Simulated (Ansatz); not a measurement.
# MnS: the cost of one run

Computed with Ansatz 0.2.0 (DFT LDA+U (U = 6 eV, J = 0.9 eV on Mn d), plane waves, PAW, unless a step's input says otherwise).

3 further runs of the same task are left out: 3 that didn't finish. Runs told in other sessions of the task aren't counted.

### 1 Starting point

The structure is hexagonal, space group P-6m2 (No. 187). Conventional cell: a = 3.569 Å, b = 3.569 Å, c = 3.483 Å, α = 90.00°, β = 90.00°, γ = 120.00°. Mn (site symmetry -6m2) has 6 S at 2.70 Å in its first shell of neighbours. S (site symmetry -6m2) is surrounded by 6 Mn at 2.70 Å.

Structure file:

```
Mn S
1.0
     3.56871    0.00000    0.00000
    -1.78435    3.09059    3.48288
     0.00000    0.00000    6.96577
Mn S
2 2
Direct
  0.00000 0.00000 0.00000
  0.00000 0.00000 0.50000
  0.66667 0.33333 0.08333
  0.66667 0.33333 0.58333
```

### 2 Ferromagnetic start, free, symmetry kept, no search

File input.yaml:

```yaml
crystal:
  lattice:
    - [3.56870952, 0.0, 0.0]
    - [-1.78435476, 3.09059311, 3.48288369]
    - [0.0, 0.0, 6.96576738]
  atoms:
    - { symbol: Mn, position: [0.0, 0.0, 0.0], spin: 5.0 }
    - { symbol: S, position: [0.6666666667, 0.3333333333, 0.0833333333] }
    - { symbol: Mn, position: [0.0, 0.0, 0.5], spin: 5.0 }
    - { symbol: S, position: [0.6666666667, 0.3333333333, 0.5833333333] }
basis:
  ecutwfc: 420
  ecutrho_ratio: 4
kpoints:
  mp_grid: { grid: [6, 6, 6] }
hamiltonian:
  xc: lda
  hubbard:
    sites:
      - { site: 0, l: d, u: 6.0, j: 0.9 }
      - { site: 2, l: d, u: 6.0, j: 0.9 }
scf:
  occupations: { method: gaussian, width: 0.05 }
  lower_state_search: "off"
  max_iter: 150
output:
  forces: true
  stress: true
  eigenvalues: true
  populations: true
  hubbard: { sites: [{ site: 0, l: d }, { site: 2, l: d }] }
magnetization:
  spin_polarized: true
```

Run with:

```bash
$ ansatz run input.yaml --threads 2 --pin off --max-ram 3072MiB --backend cpu --events-out ev --progress --plain --runs-dir out
```

Q: Estimate wall time and peak memory on 2 threads of Arm Neoverse N1, shared host.

About 24 s, with a peak of 0.47 GiB.
